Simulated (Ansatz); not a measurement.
# CdS: the cost of one run

Computed with Ansatz 0.2.0 (DFT PBE, scalar-relativistic, plane waves, PAW, unless a step's input says otherwise).

4 further runs of the same task are left out: 2 that didn't finish, 2 set aside as unsound or not needed. Runs told in other sessions of the task aren't counted.

## Step 1: The starting structure

Symmetry: P6_3mc, No. 186, hexagonal system. The conventional cell has a = 4.197 Å, b = 4.197 Å, c = 6.828 Å, α = 90.00°, β = 90.00°, γ = 120.00°. Around Cd (site symmetry 3m) lie 4 S at 2.57 Å. S (site symmetry 3m) is surrounded by 4 Cd at 2.57 Å.

As a file:

```xyz
4
Lattice="4.1970 0.0000 0.0000 -2.0985 3.6347 0.0000 0.0000 0.0000 6.8279" Properties=species:S:1:pos:R:3 pbc="T T T"
Cd    0.0000    2.4231   -0.0055
Cd    2.0985    1.2116    3.4085
S     0.0000    2.4231    2.5659
S     2.0985    1.2116    5.9799
```

It is the result of an earlier relaxation at this level (volume 26.04 Å³/atom; gap on the mesh: 1.11 eV).

## Step 2: Bands, states and charges

The input, input.yaml:

```yaml
crystal:
  lattice:
    - [4.1969590941, 0.0, 0.0]
    - [-2.0984795471, 3.6346731942, 0.0]
    - [0.0, 0.0, 6.8279106831]
  atoms:
    - { symbol: Cd, position: [0.3333333333, 0.6666666667, -0.0008015557] }
    - { symbol: Cd, position: [0.6666666667, 0.3333333333, 0.4991984443] }
    - { symbol: S, position: [0.3333333333, 0.6666666667, 0.3758015557] }
    - { symbol: S, position: [0.6666666667, 0.3333333333, 0.8758015557] }
basis:
  ecutwfc: 420
kpoints:
  mp_grid: { grid: [6, 6, 4] }
  band_path:
    path:
      - [[0.0, 0.0, 0.0], [0.5, 0.0, 0.0], [0.33333333, 0.33333333, 0.0], [0.0, 0.0, 0.0], [0.0, 0.0, 0.5], [0.5, 0.0, 0.5], [0.33333333, 0.33333333, 0.5], [0.0, 0.0, 0.5]]
      - [[0.5, 0.0, 0.5], [0.5, 0.0, 0.0]]
      - [[0.33333333, 0.33333333, 0.5], [0.33333333, 0.33333333, 0.0]]
    npoints: 14
hamiltonian:
  xc: pbe
scf:
  occupations: { method: gaussian, width: 0.02 }
  n_extra_bands: 10
output:
  forces: true
  stress: true
  eigenvalues: true
  populations: true
  dos: { projected: true, de: 0.02, nscf_kmesh: { grid: [9, 9, 6] } }
  bader: true
  write_density: true
  write_potential: true
  elf: true
  volumetric_format: npy
```

Started as:

```bash
$ ansatz run input.yaml --threads 1 --pin off --max-ram 2560MiB --backend cpu --events-out ev --progress --plain --runs-dir out
```

**Question.** How long does this run take on 1 thread of Arm Neoverse V1, shared host, and how much memory does it need?

About 76 s, with a peak of 0.49 GiB.
